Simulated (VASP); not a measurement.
# ZrS2 (P-3m1) in VASP: a series of runs, part 2 of 3

VASP 6.6.1. The steps go on from the part before.

### 3 Relaxation of cell and atoms, PBE+D3(BJ)

This run uses another cell than the first one, of 21.84 Å³/atom, 0.919 times its volume.

INCAR

```
ALGO = Normal
EDIFF = 1E-7
EDIFFG = -0.005
ENCUT = 600
GGA = PE
IBRION = 2
ISIF = 3
ISMEAR = 0
IVDW = 12
KPAR = 2
LASPH = T
LCHARG = F
LREAL = F
LWAVE = F
NELM = 80
NSW = 90
PREC = Accurate
SIGMA = 0.03
```

KPOINTS

```
k-points
0
Gamma
  9 9 5
```

POSCAR

```
ZrS2                                    
1.0
    3.6351731693      0.0000000000      0.0000000000
   -1.8175865847      3.1481523118      0.0000000000
    0.0000000000      0.0000000000      5.7250099805
  Zr              S             
     1     2
Direct
     1.0000000000000000    1.0000000000000000    1.0000000000000000
     0.6666666699999979    0.3333333300000021    0.7448742211961318
     0.3333333300000021    0.6666666699999979    0.2551257788038683
```

Potentials or basis: VASP PAW PBE potentials, release 64 (Zr_sv, S).

Launch:

```
$ cat potpaw_PBE.64/Zr_sv/POTCAR potpaw_PBE.64/S/POTCAR > POTCAR
$ mpirun -np 2 vasp_std > vasp.out
```

OUTCAR:

```text
EDIFF = 1E-7
   EDIFFG = -0.005
   ENCUT = 600
   GGA = PE
   IBRION = 2
   ISIF = 3
   ISMEAR = 0
   IVDW = 12
   LASPH = T
   LREAL = F
   NELM = 80
   NSW = 90
   PREC = Accurate
 IVDW          = 12

 ion  position               nearest neighbor table
   1  0.000  0.000  0.000-   2 2.56   3 2.56   2 2.56   3 2.56   2 2.56   3 2.56
   2  0.667  0.333  0.745-   1 2.56   1 2.56   1 2.56
   3  0.333  0.667  0.255-   1 2.56   1 2.56   1 2.56

  LATTYP: Found a hexagonal cell.
 ALAT       =     3.6351731693
 C/A-ratio  =     1.5748933308

  Lattice vectors:

 A1 = (   3.6351731693,   0.0000000000,   0.0000000000)
 A2 = (  -1.8175865847,   3.1481523118,   0.0000000000)
 A3 = (   0.0000000000,   0.0000000000,   5.7250099805)

Analysis of symmetry for initial positions (statically):
=====================================================================
 Subroutine PRICEL returns:
 Original cell was already a primitive cell.

 Routine SETGRP: Setting up the symmetry group for a
 hexagonal supercell.

 Subroutine GETGRP returns: Found 12 space group operations
 (whereof 12 operations were pure point group operations)
 out of a pool of 24 trial point group operations.

The static configuration has the point symmetry D_3d.

Analysis of symmetry for dynamics (positions and initial velocities):
=====================================================================
 Subroutine PRICEL returns:
 Original cell was already a primitive cell.

 Routine SETGRP: Setting up the symmetry group for a
 hexagonal supercell.

 Subroutine GETGRP returns: Found 12 space group operations
 (whereof 12 operations were pure point group operations)
 out of a pool of 24 trial point group operations.

The dynamic configuration has the point symmetry D_3d.

 Subroutine INISYM returns: Found 12 space group operations
 (whereof 12 operations are pure point group operations),
 and found     1 'primitive' translations

----------------------------------------------------------------------------------------

                                     Primitive cell

  volume of cell :      65.5175

  direct lattice vectors                    reciprocal lattice vectors
     3.635173169  0.000000000  0.000000000     0.275090059  0.158823319  0.000000000
    -1.817586585  3.148152312  0.000000000     0.000000000  0.317646639  0.000000000
     0.000000000  0.000000000  5.725009981     0.000000000  0.000000000  0.174672185

  length of vectors
     3.635173169  3.635173169  5.725009981     0.317646639  0.317646639  0.174672185

  position of ions in fractional coordinates (direct lattice)
     0.000000000  0.000000000  0.000000000
     0.666666670  0.333333330  0.744874221
     0.333333330  0.666666670  0.255125779

  ion indices of the primitive-cell ions
   primitive index   ion index
                 1           1
                 2           2
                 3           3

----------------------------------------------------------------------------------------

 KPOINTS: k-points

Automatic generation of k-mesh.
 Grid dimensions read from file:
 generate k-points for:    9    9    5

 Generating k-lattice:

  Cartesian coordinates                     Fractional coordinates (reciprocal lattice)
     0.030565562  0.017647035  0.000000000     0.111111111 -0.000000000  0.000000000
     0.000000000  0.035294071  0.000000000     0.000000000  0.111111111  0.000000000
     0.000000000  0.000000000  0.034934437     0.000000000  0.000000000  0.200000000

  Length of vectors
     0.035294071  0.035294071  0.034934437

  Shift w.r.t. Gamma in fractional coordinates (k-lattice)
     0.000000000  0.000000000  0.000000000

 Subroutine IBZKPT returns following result:
 ===========================================

 Found     50 irreducible k-points:

 Following reciprocal coordinates:
            Coordinates               Weight
  0.000000  0.000000  0.000000      1.000000
  0.111111  0.000000  0.000000      6.000000
  0.222222  0.000000  0.000000      6.000000
  0.333333  0.000000  0.000000      6.000000
  0.444444  0.000000  0.000000      6.000000
  0.111111  0.111111  0.000000      6.000000
[... 16 lines left out ...]
  0.222222  0.111111  0.200000     12.000000
 -0.111111  0.333333  0.200000     12.000000
 [... further k-points ...]
   k-points           NKPTS =     50   k-points in BZ     NKDIM =     50   number of bands    NBANDS=     16
   number of dos      NEDOS =    301   number of ions     NIONS =      3
   total plane-waves  NPLWV =  43200
   dimension x,y,z NGX =    30 NGY =   30 NGZ =   48
   dimension x,y,z NGXF=    60 NGYF=   60 NGZF=   96
   ions per type =               1   2
   NGX,Y,Z   is equivalent  to a cutoff of  13.72, 13.72, 13.94 a.u.
   NGXF,Y,Z  is equivalent  to a cutoff of  27.44, 27.44, 27.88 a.u.
 SYSTEM =  unknown system
   PREC   = accura    normal or accurate (medium, high low for compatibility)
   ISTART =      0    job   : 0-new  1-cont  2-samecut
   ICHARG =      2    charge: 1-file 2-atom 10-const
   ISPIN  =      1    spin polarized calculation?
   LNONCOLLINEAR =      F non collinear calculations
   LSORBIT =      F    spin-orbit coupling
   LASPH  =      T    aspherical Exc in radial PAW
   ENCUT  =  600.0 eV  44.10 Ry    6.64 a.u.   7.26  7.26 11.43*2*pi/ulx,y,z
   NELM   =     80;   NELMIN=  2; NELMDL= -5     # of ELM steps
   EDIFF  = 0.1E-06   stopping-criterion for ELM
   LREAL  =      F    real-space projection
   EDIFFG = -.5E-02   stopping-criterion for IOM
   NSW    =     90    number of steps for IOM
   IBRION =      2    ionic relax: 0-MD 1-quasi-New 2-CG
   NFREE  =      1    steps in history (QN), initial steepest desc. (CG)
   ISIF   =      3    stress and relaxation
   ISYM   =      2    0-nonsym 1-usesym 2-fastsym
   POTIM  = 0.5000    time-step for ionic-motion
   TEBEG  =    0.0;   TEEND  =   0.0 temperature during run
   PSTRESS=    0.0 pullay stress
   NELECT =      24.0000    total number of electrons
   NUPDOWN=      -1.0000    fix difference up-down
   EMIN   =  10.00;   EMAX   =-10.00  energy-range for DOS
   EFERMI =   0.00;   METHOD = LEGACY
   ISMEAR =     0;   SIGMA  =   0.03  broadening in eV -4-tet -1-fermi 0-gaus
   EFERMI_NEDOS =   21; number of points for ismear=-14 and -15
   IALGO  =     38    algorithm
   IMIX   =      4    mixing-type and parameters
     AMIX     =   0.40;   BMIX     =  1.00
     AMIX_MAG =   1.60;   BMIX_MAG =  1.00
  volume/ion in A,a.u.               =      21.84       147.38
  Fermi-wavevector in a.u.,A,eV,Ry     =   1.171367  2.213562 18.668554  1.372100
  Thomas-Fermi vector in A             =   2.307812
   LORBIT       =      0    0 simple, 1 ext, 2 COOP (PROOUT), +10 PAW based schemes
   GGA     = PE    functional components
   LHFCALC =     F    Hartree Fock is set to
   AEXX    =    0.0000 exact exchange contribution
   IVDW    =    12    specifies the selected vdW correction
   LEPSILON=     F    determine dielectric tensor
   LRPA    =     F    only Hartree local field effects (RPA)
 conjugate gradient relaxation of ions
 non-spin polarized calculation
 Gauss-broadening in eV      SIGMA  =   0.03
  energy-cutoff  :      600.00
  volume of cell :       65.52
 maximum number of plane-waves:      2231
 NGX is ok and might be reduce to    30
   NGX = 15   NGY = 15   NGZ = 23

--------------------------------------- Ionic step        1  -------------------------------------------

 number of electron      24.0000000 magnetization

 Free energy of the ion-electron system (eV)
  ---------------------------------------------------
  ext. energy  EPLUGINS =         0.00000000
  ---------------------------------------------------
  free energy    TOTEN  =       -21.36808870 eV

  energy without entropy =      -21.36808870  energy(sigma->0) =      -21.36808870

------------------------ aborting loop because EDIFF is reached ----------------------------------------

 Edisp (eV)   -1.08878

 E8    (eV) :    -0.4624
[... 114 lines left out ...]
--------------------------------------- Ionic step        4  -------------------------------------------

 number of electron      24.0000000 magnetization

 Free energy of the ion-electron system (eV)
  ---------------------------------------------------
  ext. energy  EPLUGINS =         0.00000000
  ---------------------------------------------------
  free energy    TOTEN  =       -21.36720971 eV

  energy without entropy =      -21.36720971  energy(sigma->0) =      -21.36720971

 E-fermi :   5.4358     XC(G=0):  -9.8195

 val. band max:        5.2622818106   @ k =   0.0000   0.0000   0.0000
 cond. band min:       5.9627330714   @ k =   0.0000   0.4444   0.4000
 fundamental gap:      0.7004512607
 Fermi energy:         5.4358274982

 k-point     1 :       0.0000    0.0000    0.0000
  band No.  band energies     occupation
      1     -43.8418      2.00000
      2     -21.9192      2.00000
      3     -21.7533      2.00000
      4     -21.7533      2.00000
      5      -7.7451      2.00000
      6      -6.1212      2.00000
[... 433 lines left out ...]
      3     -21.8783      2.00000
      4     -21.8037      2.00000
      5      -6.9552      2.00000
      6      -6.3285      2.00000
[... 8 lines left out ...]
     15       8.5906      0.00000
     16       9.5694      0.00000

 [... further k-points ...]

------------------------ aborting loop because EDIFF is reached ----------------------------------------

 Edisp (eV)   -1.08967

 E8    (eV) :    -0.4628
[... 26 lines left out ...]
  FREE ENERGIE OF THE ION-ELECTRON SYSTEM (eV)
  ---------------------------------------------------
  free  energy   TOTEN  =       -22.4568817370 eV

  energy  without entropy=      -22.4568817370  energy(sigma->0) =      -22.45688174

 reached required accuracy - stopping structural energy minimisation
```

CONTCAR:

```text
ZrS2
   1.00000000000000
     3.6341384424004954    0.0000000000000164    0.0000000000000000
    -1.8170692212502195    3.1472562120190162   -0.0000000000000000
    -0.0000000000000000   -0.0000000000000000    5.7239645208658114
  Zr              S
     1     2
Direct
     0.0000000000000000    1.0000000000000000    1.0000000000000000
     0.6666666699999979    0.3333333300000021    0.7447833685593014
     0.3333333300000021    0.6666666699999979    0.2552166314406986

  0.00000000E+00  0.00000000E+00  0.00000000E+00
  0.00000000E+00  0.00000000E+00  0.00000000E+00
  0.00000000E+00  0.00000000E+00  0.00000000E+00
```

It took 35 s on 2 MPI ranks of Intel Xeon 6975P-C (Granite Rapids), shared host; peak memory 0.24 GiB.

Results:

```yaml
Free_energy: -22.4569 eV
Relaxed_volume: 21.82 Å³/atom
Relaxed_cell: a = 3.634 Å, b = 3.634 Å, c = 5.724 Å, α = 90.00°, β = 90.00°, γ = 120.00°
Space_group_after_relaxing_to_0.05_Å: P-3m1 (No. 164)
Energy_gained_by_relaxing: 0.0 meV/atom
Ionic_steps: 4
Pressure_after_relaxing: 0.0 GPa
Largest_force_after_relaxing: 0.005 eV/Å
Band_gap_on_the_k_mesh: 0.70 eV, indirect (least direct gap 1.42 eV)
Dispersion_energy_per_atom: -0.363 eV
```

Forces on the atoms (eV/Å):
```
Zr   0.000  0.000  0.000
S    0.000  0.000 -0.005
S    0.000  0.000  0.005
```

Final structure:
```
Zr S
1.0
     3.63414    0.00000    0.00000
    -1.81707    3.14726    0.00000
     0.00000    0.00000    5.72396
Zr S
1 2
Direct
  0.00000 0.00000 0.00000
  0.66667 0.33333 0.74478
  0.33333 0.66667 0.25522
```

Levels at points of the mesh, in eV from the valence-band top:
```
           k point  band 9  band 10  band 11  band 12  band 13  band 14  band 15  band 16
(0.00, 0.00, 0.00)   -2.96    -0.23    -0.23     0.00     1.42     1.42     2.12     4.65
```

Caveat: an odd mesh through Γ misses points on the zone boundary, where band edges often lie.

(Part 2 of 3 ends here.)
